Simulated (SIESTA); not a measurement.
Crystal: PbO2.

```
CELL_PARAMETERS angstrom
0.00000 2.70199 2.70199
2.70199 0.00000 2.70199
2.70199 2.70199 0.00000
ATOMIC_POSITIONS crystal
Pb 0.00000 0.00000 0.00000
O 0.75000 0.75000 0.75000
O 0.25000 0.25000 0.25000
```

The cell comes from a database or a generator and needn't be the stable form of this composition.

- Program: SIESTA 5.4.2
- Task: single point
- Functional: PBE
- Potentials or basis: PseudoDojo 0.4 standard (PBE files)
- Basis: DZP (energy shift 0.002 Ry)
- Grid cutoff: 800 Ry
- Energy shift: 0.002 Ry
- k mesh: 9 × 9 × 9
- Occupations: fermi-dirac, width 0.05 eV
- Spin: no spin polarisation

On this cell: pressure 4.3 GPa; largest force zero by symmetry; band gap on the k mesh none (metal or under the smearing width).

The same run follows on a disturbed copy (atoms moved at random, drawn with an rms of 0.05 Å):

```xyz
3
Lattice="0.0000 2.7020 2.7020 2.7020 0.0000 2.7020 2.7020 2.7020 0.0000" Properties=species:S:1:pos:R:3 pbc="T T T"
Pb    0.0198    0.0040   -0.0052
O     4.0228    4.0189    4.0321
O     1.3874    1.2948    1.3787
```

**Question.** What changes?

**Answer.** The energy (extrapolated to zero smearing) moves by +10.9 meV/atom; pressure 4.7 GPa; largest force 0.600 eV/Å; band gap on the k mesh none (metal or under the smearing width).

Forces in eV/Å, atoms in the order of the input:
```
Pb  -0.096 -0.427  0.139
O    0.444  0.075  0.198
O   -0.348  0.353 -0.338
```

Stress tensor (GPa, compression positive):
```
 4.86 -0.61  0.24
-0.61  4.55 -1.08
 0.24 -1.08  4.72
```

Caveats: semicore shells carry a single zeta, which can move pressures by several GPa and volumes by a few percent; the basis of atomic orbitals isn't converged, which shifts pressures, moduli and gaps.
